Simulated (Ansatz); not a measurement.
# MoS2 (P6_3/mmc): one cell, many starting occupations, part 3 of 3

Aim: start the open shells of MoS2 (P6_3/mmc) from different occupation matrices at one fixed cell, and see in which states the SCF ends. Cell and atoms stay fixed.

Ansatz 0.2.0; DFT PBEsol without U, plane waves, PAW. Earlier steps stand in the parts before.

### Step 6. Random orbitals: drawn by pairs, first filling

File input.yaml:

```yaml
crystal:
  lattice:
    - [3.16100152, 0.0, 0.0]
    - [-1.58050076, 2.73750762, 0.0]
    - [0.0, 0.0, 12.2949997]
  atoms:
    - { symbol: Mo, position: [0.3333333333, 0.6666666667, 0.25], spin: 2.0 }
    - { symbol: Mo, position: [0.6666666667, 0.3333333333, 0.75], spin: 2.0 }
    - { symbol: S, position: [0.3333333333, 0.6666666667, 0.6275] }
    - { symbol: S, position: [0.6666666667, 0.3333333333, 0.1275] }
    - { symbol: S, position: [0.3333333333, 0.6666666667, 0.8725] }
    - { symbol: S, position: [0.6666666667, 0.3333333333, 0.3725] }
basis:
  ecutwfc: 420
  ecutrho_ratio: 4
kpoints:
  mp_grid: { grid: [7, 7, 2] }
hamiltonian:
  xc: pbesol
  hubbard:
    sites:
      - { site: 0, l: d, u_eff: 0.0, starting_ns: [{ spin: up, occupation_matrix: s0up }, { spin: down, occupation_matrix: s0down }] }
      - { site: 1, l: d, u_eff: 0.0, starting_ns: [{ spin: up, occupation_matrix: s1up }, { spin: down, occupation_matrix: s1down }] }
    occupation_matrices:
      s0up:
        matrix:
          - [0.97, 0.0, 0.0, 0.0, 0.0]
          - [0.0, 0.25587, 0.0, -0.41042, 0.0]
          - [0.0, 0.0, 0.02, 0.0, 0.0]
          - [0.0, -0.41042, 0.0, 0.73413, 0.0]
          - [0.0, 0.0, 0.0, 0.0, 0.02]
      s0down:
        matrix:
          - [0.02, 0.0, 0.0, 0.0, 0.0]
          - [0.0, 0.02, 0.0, 0.0, 0.0]
          - [0.0, 0.0, 0.02, 0.0, 0.0]
          - [0.0, 0.0, 0.0, 0.02, 0.0]
          - [0.0, 0.0, 0.0, 0.0, 0.02]
      s1up:
        matrix:
          - [0.495, 0.0, 0.475, 0.0, 0.0]
          - [0.0, 0.02, 0.0, 0.0, 0.0]
          - [0.475, 0.0, 0.495, 0.0, 0.0]
          - [0.0, 0.0, 0.0, 0.02, 0.0]
          - [0.0, 0.0, 0.0, 0.0, 0.97]
      s1down:
        matrix:
          - [0.02, 0.0, 0.0, 0.0, 0.0]
          - [0.0, 0.02, 0.0, 0.0, 0.0]
          - [0.0, 0.0, 0.02, 0.0, 0.0]
          - [0.0, 0.0, 0.0, 0.02, 0.0]
          - [0.0, 0.0, 0.0, 0.0, 0.02]
    ns_hold: { iters: 5 }
scf:
  occupations: { method: gaussian, width: 0.05 }
  lower_state_search: "off"
  max_iter: 150
output:
  forces: true
  stress: true
  eigenvalues: true
  populations: true
  hubbard: { sites: [{ site: 0, l: d }, { site: 1, l: d }] }
magnetization:
  spin_polarized: true
```

The typed matrices put 0.97 on the chosen orbitals and 0.02 on the others, and are held for 5 cycles.

Run with:

```
$ ansatz run input.yaml --threads 4 --pin off --max-ram 6144MiB --backend cpu --events-out ev --progress --plain --runs-dir out
```

The program printed, cut to the lines that bear on the results:

```text
Warning: crystal.symmetry: narrowed to the stabiliser of the occupation matrices — unitary ops 24 → 1; lowered by the specified shells (site 0, l: d), (site 1, l: d); largest admitted image defect 4.4e-16, smallest excluded 4.8e-1 — at a splitting's scale: the group the occupation [...]
Warning: RAYON_NUM_THREADS=4 ignored (pool sized by the plan → 4); use --threads N
Mo: projections on atomic orbitals take those of the free atom [Ar 3d10] 4s2 4p6 4d5 5s1, of charge +0.00 (hamiltonian.pseudopotentials.projection_atoms); the dataset's partial waves leave at most 6.0e-6 of an orbital's norm unspanned inside its sphere
S: projections on atomic orbitals take those of the free atom [Ne] 3s2 3p4, of charge +0.00 (hamiltonian.pseudopotentials.projection_atoms); the dataset's partial waves leave at most 1.6e-7 of an orbital's norm unspanned inside its sphere
[...]
WARN: the starting moments were not kept: the SCF closed with an absolute magnetisation of 3.1e-6 μB, where they sum to 4 μB in size (2 sites). That is at most 0.1 of that sum. Measured as dr2_m measures the in/out step, that magnetisation stands 7.2e-13 eV from none, at or under the [...]
WARN: hamiltonian.hubbard: on 4 of 4 specified blocks the occupation matrix of this SCF's result fails the test of the specified filling. At site 0 ↑ (sites count from 0 in the list of atoms of the cell that this SCF solves) the least filled combination of the orbitals specified full has [...]
  specified occupation → Mo0 d_4D up: matrix, ‖Δ‖_F = 1.0266, Tr Δ = -0.6130, displaced = 1.1431, d_λ = 1.0143; orbital distance = 0.8650
  specified occupation → Mo0 d_4D dn: matrix, ‖Δ‖_F = 1.1271, Tr Δ = -2.5130, displaced = 1.2565, d_λ = 1.1271; orbital distance = 0.0000
  Mo1 d_4D: site group D3h (-6m2)
  Mo1 d_4D up     Tr n = 2.6130  λ = 0.481 0.481 0.534 0.534 0.583  [2× xz 0.50 E''(1.00) | 2× x2-y2 0.50 E'(1.00) | z2 1.00 A1'(1.00)]
  Mo1 d_4D dn     Tr n = 2.6130  λ = 0.481 0.481 0.534 0.534 0.583  [2× xz 0.50 E''(1.00) | 2× x2-y2 0.50 E'(1.00) | z2 1.00 A1'(1.00)]
  specified occupation → Mo1 d_4D up: matrix, ‖Δ‖_F = 1.0611, Tr Δ = -0.6130, displaced = 1.1832, d_λ = 1.0143; orbital distance = 1.2247
  specified occupation → Mo1 d_4D dn: matrix, ‖Δ‖_F = 1.1271, Tr Δ = -2.5130, displaced = 1.2565, d_λ = 1.1271; orbital distance = 0.0000
  Tr n, λ and their labels are of the run-group-symmetrised matrices; stabiliser: 48 of 48 elements of G0×{1,Θ} (closed), max defect 4.6e-6 at τ = 4.2e-3
```

Run time: 33 s. Hardware: 4 threads of Arm Neoverse V1, shared host; peak memory 0.63 GiB.

Result: a gap on the mesh of 0.96 eV, pressure 3.9 GPa, no moment over 0.05 μB in any sphere, largest force component 0.94 eV/Å, 1 symmetry operation imposed. The program reports that the typed filling wasn't kept.

The shells' filling, with natural orbitals sorted by occupation:

```csv
shell,channel,electrons,over 0.8,0.2 to 0.8,under 0.2
Mo 4d (atom 1),up,2.61,0,5,0
Mo 4d (atom 1),down,2.61,0,5,0
```

### Step 7. From atoms, default search

File input.yaml:

```yaml
crystal:
  lattice:
    - [3.16100152, 0.0, 0.0]
    - [-1.58050076, 2.73750762, 0.0]
    - [0.0, 0.0, 12.2949997]
  atoms:
    - { symbol: Mo, position: [0.3333333333, 0.6666666667, 0.25], spin: 2.0 }
    - { symbol: Mo, position: [0.6666666667, 0.3333333333, 0.75], spin: 2.0 }
    - { symbol: S, position: [0.3333333333, 0.6666666667, 0.6275] }
    - { symbol: S, position: [0.6666666667, 0.3333333333, 0.1275] }
    - { symbol: S, position: [0.3333333333, 0.6666666667, 0.8725] }
    - { symbol: S, position: [0.6666666667, 0.3333333333, 0.3725] }
basis:
  ecutwfc: 420
  ecutrho_ratio: 4
kpoints:
  mp_grid: { grid: [7, 7, 2] }
hamiltonian:
  xc: pbesol
scf:
  occupations: { method: gaussian, width: 0.05 }
output:
  forces: true
  stress: true
  eigenvalues: true
  populations: true
  hubbard: { sites: [{ site: 0, l: d }, { site: 1, l: d }] }
  write_density: true
  write_potential: true
  elf: true
  volumetric_format: npy
magnetization:
  spin_polarized: true
```

Run with:

```
$ ansatz run input.yaml --threads 4 --pin off --max-ram 6144MiB --backend cpu --events-out ev --progress --plain --runs-dir out
```

The program printed:

```text
Warning: RAYON_NUM_THREADS=4 ignored (pool sized by the plan → 4); use --threads N
Engine: ansatz 0.2.0, aarch64-unknown-linux-gnu
Pseudopotentials: kind: paw
Pseudopotential: Mo, paw, valence charge 14, recommended cutoff 420 eV (normal), Mo.paw.azcp
Pseudopotential: S, paw, valence charge 6, recommended cutoff 420 eV (normal), S.paw.azcp
Functional definition: PBEsol
  exchange = pbesol_x
  correlation = pbesol_c
Crystal: 6 atoms, lattice volume = 106.392 Å³
Basis set: ecut = 420 eV, 2057 PW (Γ), exchange–correlation on 48×48×180 points (8 copies of the dense FFT grid, shifted against one another)
Bands: 34, of which v1, the nominal top of the filled ones, is band 26 counted from 1 (25 counted from 0)
Symmetry: 24 space group operations
Space group: P63/mmc (ITA 194), of the structure as read, at distance tolerance 4.7e-5 Å
Magnetic group: BNS 194.263 (UNI 1493), of the structure as read, at distance tolerance 4.7e-5 Å
k-points: 16 of 98
Non-local potential: Mo, projectors of the file, l = 0: 3, l = 1: 2, l = 2: 2, l = 3: 1
Non-local potential: S, projectors of the file, l = 0: 2, l = 1: 2, l = 2: 2
PAW form: soft (Blöchl's): semilocal exchange-correlation on the pseudo side does not see the compensation charge
PAW frozen core: Mo, regenerated for the run's functional, and the local potential with it (the file was generated under x = pbe(κ = 0.804, μ = 0.2195149727645171), c = pbe(β = 0.06672455060314922))
PAW frozen core: S, regenerated for the run's functional, and the local potential with it (the file was generated under x = pbe(κ = 0.804, μ = 0.2195149727645171), c = pbe(β = 0.06672455060314922))
PAW one-centre angular grid: Mo, 590 points (default); XC on 64 Gauss nodes
PAW one-centre angular grid: S, 110 points (default); XC on 64 Gauss nodes
Initial density: superposition of atomic densities (chi_scale 0.1, normalization cell)
Starting moments: Σ|m| = 4 μB on 2 of 6 sites
Initial wavefunctions: pseudopotential atomic-orbital guess
Functional: x = pbesol(κ = 0.804, μ = 0.12345679012345678), c = pbesol(β = 0.046)
SCF iter   1: F=—  HF=-13343.826063 eV  |F-HF|=—  |Δ(HF+E_count)|=         —  Δρ=7.13e-2 (↑7.13e-2 ↓3.26e-2)  dr2=7.95e0  dr2_m=1.59e0  M=0.000 μB ∫|m|=0.372 μB  β_m=0.30  ethr=3.10e-3  ⟨swp⟩=7.1  Hψ=4913  notcnv=0
Mixer restart at iter 1: flushing history
preconditioner: auto → Resta (q_TF=auto, 2.421 Å⁻¹)  ε∞=6.8  [insulator: Δε(μ)=0.687 eV  Ē_g=8.943 eV  σ=0.050 eV  W_gap=1.00  n_scr=26 (ndim 8)  ℏωp=21.6 eV  f_vac=0.004  D(μ)=0.00/eV (n_scr^D=0)  ε∞_Penn≈6.8]
spin=Collinear: Resta preconditioning applied to the charge; magnetization (m = ρ↑ − ρ↓) channel mixes plain (no charge-response kernel on spin).
SCF iter   2: F=—  HF=-13341.553002 eV  |F-HF|=—  |Δ(HF+E_count)|=    2.27e0  Δρ=4.60e-2 (↑4.60e-2 ↓2.41e-2)  dr2=2.54e0  dr2_m=7.97e-1  M=0.000 μB ∫|m|=0.288 μB  β_m=0.52  ethr=3.10e-3  ⟨swp⟩=3.4  Hψ=2309  notcnv=0  defer=87
SCF iter   3: F=—  HF=-13340.215022 eV  |F-HF|=—  |Δ(HF+E_count)|=    1.34e0  Δρ=9.73e-3 (↑7.13e-3 ↓9.73e-3)  dr2=2.07e-1  dr2_m=4.04e-2  M=0.000 μB ∫|m|=0.113 μB  β_m=0.76  ethr=3.10e-3  ⟨swp⟩=2.6  Hψ=1995  notcnv=0  defer=87
SCF iter   4: F=—  HF=-13340.247970 eV  |F-HF|=—  |Δ(HF+E_count)|=   3.29e-2  Δρ=1.92e-3 (↑1.92e-3 ↓1.22e-3)  dr2=1.29e-2  dr2_m=3.31e-4  M=0.000 μB ∫|m|=0.021 μB  β_m=0.88  ethr=3.99e-4  ⟨swp⟩=3.2  Hψ=2060  notcnv=0  defer=88
SCF iter   5: F=—  HF=-13340.247942 eV  |F-HF|=—  |Δ(HF+E_count)|=   2.81e-5  Δρ=3.23e-4 (↑3.23e-4 ↓3.17e-4)  dr2=8.47e-4  dr2_m=3.50e-6  M=0.000 μB ∫|m|=0.003 μB  β_m=0.94  ethr=2.47e-5  ⟨swp⟩=2.2  Hψ=2015  notcnv=0  defer=88
SCF iter   6: F=—  HF=-13340.248207 eV  |F-HF|=—  |Δ(HF+E_count)|=   2.65e-4  Δρ=1.01e-4 (↑9.34e-5 ↓1.01e-4)  dr2=6.19e-5  dr2_m=9.19e-8  M=0.000 μB ∫|m|=0.000 μB  β_m=0.97  ethr=1.63e-6  ⟨swp⟩=2.0  Hψ=1486  notcnv=0  defer=88
SCF iter   7: F=—  HF=-13340.248276 eV  |F-HF|=—  |Δ(HF+E_count)|=   6.94e-5  Δρ=3.23e-5 (↑3.23e-5 ↓2.39e-5)  dr2=7.07e-6  dr2_m=3.36e-8  M=0.000 μB ∫|m|=0.000 μB  β_m=0.99  ethr=1.19e-7  ⟨swp⟩=2.0  Hψ=1660  notcnv=0  defer=88
SCF iter   8: F=—  HF=-13340.248282 eV  |F-HF|=—  |Δ(HF+E_count)|=   5.82e-6  Δρ=5.19e-6 (↑5.19e-6 ↓4.16e-6)  dr2=6.50e-8  dr2_m=5.53e-9  M=0.000 μB ∫|m|=0.000 μB  β_m=0.99  ethr=1.36e-8  ⟨swp⟩=2.0  Hψ=1584  notcnv=0  defer=88
SCF iter   9: F=—  HF=-13340.248282 eV  |F-HF|=—  |Δ(HF+E_count)|=   2.04e-7  Δρ=1.74e-6 (↑1.49e-6 ↓1.74e-6)  dr2=2.46e-8  dr2_m=2.84e-11  M=0.000 μB ∫|m|=0.000 μB  β_m=1.00  ethr=1.25e-10  ⟨swp⟩=2.3  Hψ=1865  notcnv=0  defer=88
SCF iter  10: F=-13340.248282 eV  HF=-13340.248282 eV  |F-HF|=6.60e-10  |Δ(HF+E_count)|=   4.73e-9  Δρ=3.83e-7 (↑2.57e-7 ↓3.83e-7)  dr2=9.02e-10  dr2_m=6.84e-12  M=0.000 μB ∫|m|=0.000 μB  ethr=4.73e-11  ⟨swp⟩=12.6  Hψ=6952  notcnv=0
SCF 1 converged in 10 iterations: F = -13340.248282 eV  dr2 = 9.02e-10
WARN: the starting moments were not kept: the SCF closed with an absolute magnetisation of 3.1e-6 μB, where they sum to 4 μB in size (2 sites). That is at most 0.1 of that sum. Measured as dr2_m measures the in/out step, that magnetisation stands 6.0e-13 eV from none, at or under the dr2_threshold of 1.0e-7 eV: it is no larger than a step whose dr2_m would equal this threshold. The system may hold no moment; this SCF shows only that its start led to no more than that. To try another start: raise the starting moments (crystal.atoms[].spin, magnetization.per_species, magnetization.initial_magnetization, or on a non-collinear deck that types none of these the spinor_matrix: blocks that start its atoms; where the total moment is fixed, keep their sum and leave initial_magnetization as it is; typed ones take the place of any that the run laid by itself, positive ones on a crystal's lanthanoids without a Hubbard term where scf.initial_density.shell_occupations: [] is typed) or, if the notice of its spin-set hold's release reads "site moments contracting" or "site moments show no strong build", lengthen the hold (scf.mixing.spin_hold: { on: { confirm: 4 } }; for m-r²SCAN on two components see the key's manual first). Each may lead to a state that holds a moment. A second SCF, from the converged charge density, with the starting moments and any scf.initial_density.shell_occupations laid on it anew, would have followed, and was not run: the deck does not ask for one (magnetization.retry_lost_moments is false, the default). To let it run, set magnetization.retry_lost_moments: true and run the deck again, where that key's refused combinations let it; where memory then withholds it, that run's warning says so.
SCF converged after 10 iterations
Magnetization: 0.0000 μB (26.0000 up, 26.0000 down)
Absolute magnetization: 0.0000 μB (∫|ρ↑−ρ↓|, with the PAW one-centre terms)
Spin contamination: 0.0000 ħ² per cell (⟨S²⟩ above its minimum at these occupations)
Per-site moments (μB) at R_I (Å): [(6.08303308824144e-7, 0.9760741621119455), (6.083033087557278e-7, 0.9760741621119459), (-2.8890748140624545e-7, 0.9760741621119459), (-2.8890748139512994e-7, 0.9760741621119455), (-2.889074813943027e-7, 0.9760741621119459), (-2.8890748137549985e-7, 0.9760741621119455)]
Free energy (F): -13340.248282 eV
Harris-Foulkes:  -13340.248282 eV  (|F-HF|=6.60e-10)
Internal energy: -13340.248282 eV  (E = F + TS)
E sigma→0 (E₀):  -13340.248282 eV
Fermi energy:    11.570403 eV
--- Per-component energies (eV) ---
  E_band       = -315.365319
  E_kinetic    = 1317.736650
  E_local      = -4082.022886  (includes V_loc(G=0)·N_el)
  E_nonlocal   = 403.290825
  E_hartree    = 1583.512247
  E_xc         = -753.108278
  E_vxc        = -811.455443  (∫ρ·V_xc dr)
  E_paw        = -8624.211996  (= ΣΔE_a)
  E_vpaw       = -309.937274  (= ΣTr[D̂ρ^β])
  E_aug_tail   = 0.000056  (compensation charges beyond the density's cutoff)
  E_ewald      = -3186.111296
  E_core_change = 0.666396  (= ΣΔE_core)
  E_smearing   = -0.000000  (= −TS)
  E_closure    = -0.000000  (closes the sum)
  Σ components = -13340.248282   (vs F -13340.248282, Δ=0.00e0)
--- Forces (eV/Å), atoms counted from 1 ---
  atom   1  Mo     0.00000000    -0.00000000     0.00000000
  atom   2  Mo    -0.00000000     0.00000000     0.00000000
  atom   3  S     -0.00000000     0.00000000    -0.93587694
  atom   4  S      0.00000000    -0.00000000    -0.93587694
  atom   5  S      0.00000000     0.00000000     0.93587694
  atom   6  S      0.00000000    -0.00000000     0.93587694
  max |Σ_I F_I| component: 1.11e-16 eV/Å
--- Stress (GPa, compression-positive) ---
        1.428917       0.000000       0.000000
       -0.000000       1.428917       0.000000
        0.000000       0.000000       8.742353
  P = ⅓ Tr σ = 3.8667 GPa (38.667 kbar)
--- Band table (eV; the first three rows and the last of 32) ---
  k-point 0 ↑: bands = ["-50.4865", "-50.4865", "-24.6934", "-24.6933", "-24.4677", "-24.4677", "-24.4676", "-24.4676", "-4.2349", "-4.0257", "-2.7728", "-2.3949", "3.8678", "4.7877", "7.2672", "7.2672", "7.2765", "7.2765", "7.5919", "8.4803", "8.4803", "8.5160", "8.5160", "9.7783", "9.9181", "11.0904", "13.0612", "13.0612", "13.0762", "13.0762", "13.4100", "13.4100", "13.5594", "13.5594"]
  k-point 1 ↑: bands = ["-50.4865", "-50.4865", "-24.6934", "-24.6934", "-24.4677", "-24.4677", "-24.4677", "-24.4677", "-4.1412", "-4.1412", "-2.5756", "-2.5756", "4.2696", "4.2696", "7.2718", "7.2718", "7.2718", "7.2718", "8.4504", "8.4504", "8.4981", "8.4981", "8.4981", "8.4981", "10.7995", "10.7995", "13.0655", "13.0655", "13.0655", "13.0655", "13.4874", "13.4874", "13.4874", "13.4874"]
  k-point 2 ↑: bands = ["-50.4785", "-50.4785", "-24.6771", "-24.6770", "-24.5491", "-24.5491", "-24.4860", "-24.4860", "-3.9220", "-3.7168", "-2.6465", "-2.3039", "4.1906", "5.0834", "6.6882", "6.7256", "6.8953", "7.5894", "7.6105", "7.6350", "8.0359", "8.0805", "8.8407", "9.8701", "9.9198", "10.4543", "12.7360", "12.8179", "13.0151", "13.0467", "13.2134", "13.2349", "13.5445", "13.6347"]
  k-point 15 ↓: bands = ["-50.4399", "-50.4399", "-24.8110", "-24.8110", "-24.6899", "-24.6899", "-24.5985", "-24.5985", "-1.9873", "-1.9873", "-1.7953", "-1.7953", "4.6552", "4.6552", "5.0287", "5.0287", "6.3089", "6.3089", "6.5975", "6.5975", "7.2698", "7.2698", "8.3793", "8.3793", "9.8807", "9.8807", "12.1040", "12.1040", "13.3614", "13.3614", "13.7726", "13.7726", "15.2149", "15.2149"]
--- Löwdin populations: 6 sites ---
  site symbol       q [e]    m [muB]
     0     Mo     13.7259     0.0000
     1     Mo     13.7259     0.0000
     2      S      6.0307    -0.0000
     3      S      6.0307    -0.0000
     4      S      6.0307    -0.0000
     5      S      6.0307    -0.0000
  spilling = 0.008179 (of n_electrons = 52.000000)
--- Occupation matrices: 2 shells (Löwdin-built; ε = 2.00e-2, provisional) ---
  Mo0 d_4D: site group D3h (-6m2)
  Mo0 d_4D up     Tr n = 2.6245  λ = 0.485 0.485 0.535 0.535 0.584  [2× xz 0.50 E''(1.00) | 2× x2-y2 0.50 E'(1.00) | z2 1.00 A1'(1.00)]
  Mo0 d_4D dn     Tr n = 2.6244  λ = 0.485 0.485 0.535 0.535 0.584  [2× xz 0.50 E''(1.00) | 2× x2-y2 0.50 E'(1.00) | z2 1.00 A1'(1.00)]
  Mo1 d_4D: site group D3h (-6m2)
  Mo1 d_4D up     Tr n = 2.6245  λ = 0.485 0.485 0.535 0.535 0.584  [2× xz 0.50 E''(1.00) | 2× x2-y2 0.50 E'(1.00) | z2 1.00 A1'(1.00)]
  Mo1 d_4D dn     Tr n = 2.6244  λ = 0.485 0.485 0.535 0.535 0.584  [2× xz 0.50 E''(1.00) | 2× x2-y2 0.50 E'(1.00) | z2 1.00 A1'(1.00)]
  Tr n, λ and their labels are of the run-group-symmetrised matrices; stabiliser: 48 of 48 elements of G0×{1,Θ} (closed), max defect 5.0e-7 at τ = 4.2e-3
```

Wall time 3.4 s (4 threads of Arm Neoverse V1, shared host); peak memory 0.48 GiB.

Result: a gap on the mesh of 0.96 eV, pressure 3.9 GPa, no moment over 0.05 μB in any sphere, largest force component 0.94 eV/Å, 24 symmetry operations imposed.

How the shells are filled (orbitals counted by the eigenvalues of the occupation matrices):

```
         shell  channel  electrons  over 0.8  0.2 to 0.8  under 0.2
Mo 4d (atom 1)       up       2.62         0           5          0
Mo 4d (atom 1)     down       2.62         0           5          0
```

Density in a lattice plane of the grid's cell (edges 3.16 and 12.29 Å, at 0.333 of the third edge), which holds Mo and S.

Ten even steps from ' ' (0.03 e/Å³) to '@' (6.50 e/Å³):
```
            
            
            
      ::++::
      ##@@**
      ::++::
            
            
            
            
            
      ......
      ..  ..
        ..  
  ..        
        ..  
      ..  ..
      ......
            
            
```
Columns run along the first of these edges and rows up along the second, over one cell in 6 and 20 even steps from the bottom left corner. Atoms in the plane (fractional): Mo at (0.67, 0.75), S at (0.67, 0.13), S at (0.67, 0.37).

ELF in the same plane.

Ten even steps from ' ' (0.02) to '@' (0.94):
```
==**==      
##%%**::..::
####**--..::
::++::==##==
::::::##--##
::++::==##==
####**--..::
##%%**::..::
==**==      
        ::  
==  ==@@@@@@
##..**%%++%%
##..**##..##
::..::******
::==::..::..
::..::******
##..**##..##
##..**%%++%%
==  ==@@@@@@
        ::  
```
Columns run along the first of these edges and rows up along the second, over one cell in 6 and 20 even steps from the bottom left corner. Atoms in the plane (fractional): Mo at (0.67, 0.75), S at (0.67, 0.13), S at (0.67, 0.37).

Both are smooth fields of the valence electrons: close to the nuclei they are not physical.

The highest ELF values outside the cores: 0.95 beside S, off the lines to its neighbours, 1.0 Å from S; 0.86 on the S–Mo line, 0.8 Å from S.

### Step 8. All runs side by side

The summary covers parts 1 to 3.

Energies count from the lowest free state and have the smearing extrapolated to zero.

| start | energy (meV/atom) | gap (eV) | pressure (GPa) | largest moment (μB) | SCF cycles | time |
| --- | --- | --- | --- | --- | --- | --- |
| random orbitals: single harmonics, first filling | 0.0 | 0.96 | 3.9 | 0.00 | 32 | 24 s |
| from atoms, symmetry kept, no search | 0.0 | 0.96 | 3.9 | 0.00 | 14 | 3.6 s |
| natural orbitals of the symmetric run, filled by rank | 0.0 | 0.96 | 3.9 | 0.00 | 29 | 19 s |
| random orbitals: fully mixed, first filling | 0.0 | 0.96 | 3.9 | 0.00 | 21 | 34 s |
| from atoms, default search | 0.0 | 0.96 | 3.9 | 0.00 | 10 | 3.4 s |
| random orbitals: drawn by pairs, first filling | 0.0 | 0.96 | 3.9 | 0.00 | 21 | 33 s |

The 6 free runs end within about 1 meV/atom of each other. The run with the program's default settings reaches the lowest one found. The lowest state found need not be the ground state, and the geometry wasn't relaxed for any of them.
